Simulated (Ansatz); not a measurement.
Runs of Ansatz 0.2.0 on Sb. The structure is cubic, space group Pm-3m (No. 221). Conventional cell: a = 3.160 Å, b = 3.160 Å, c = 3.160 Å, α = 90.00°, β = 90.00°, γ = 90.00°. Around Sb (site symmetry m-3m) lie 6 Sb at 3.16 Å. This isn't the form of Sb at room conditions, which is rhombohedral.

```csv
task,level,spin,k mesh,share of exact exchange,points for each segment of the path,mesh quality,gap on the mesh (eV),pressure (GPa)
single point,r2SCAN0,off,5 × 5 × 5,0.25,-,coarse,none,-4.9
band structure,r2SCAN,off,8 × 8 × 8,-,14,not flagged,none,-3.3
single point,r2SCAN0 form with a typed share of exact exchange,off,5 × 5 × 5,0,-,coarse,none,-3.5
band structure,r2SCAN,"SOC, no magnetisation",8 × 8 × 8,-,14,not flagged,none,-3.2
single point,r2SCAN0 form with a typed share of exact exchange,off,5 × 5 × 5,0.5,-,coarse,none,-6.3
single point,r2SCAN0 form with a typed share of exact exchange,off,5 × 5 × 5,0.35,-,coarse,none,(b)
single point,r2SCAN0 form with a typed share of exact exchange,off,5 × 5 × 5,0.1,-,coarse,none,-4.0
single point,r2SCAN0 form with a typed share of exact exchange,off,5 × 5 × 5,0.15,-,coarse,none,(a)
```

Alike in all rows: potentials or basis Ansatz PAW; cell as given; cutoff (eV) 500; smearing fermi-dirac 0.05 eV.

Question: Estimate the missing entries.

Answer: (a) -4.3; (b) -5.5.

Caveats: some runs use coarse meshes; the PAW data sets come from PBE, with cores solved anew for the run's functional, which leaves a small shift of forces and pressure; the thresholds are loose for stress (some runs); spin-orbit coupling is left out, which moves the levels of the heavy elements (some runs).

A k mesh can miss the band edges, and rows without SOC leave out spin-orbit coupling on Sb.

A gap of «none» marks a metal or a gap under the smearing width.
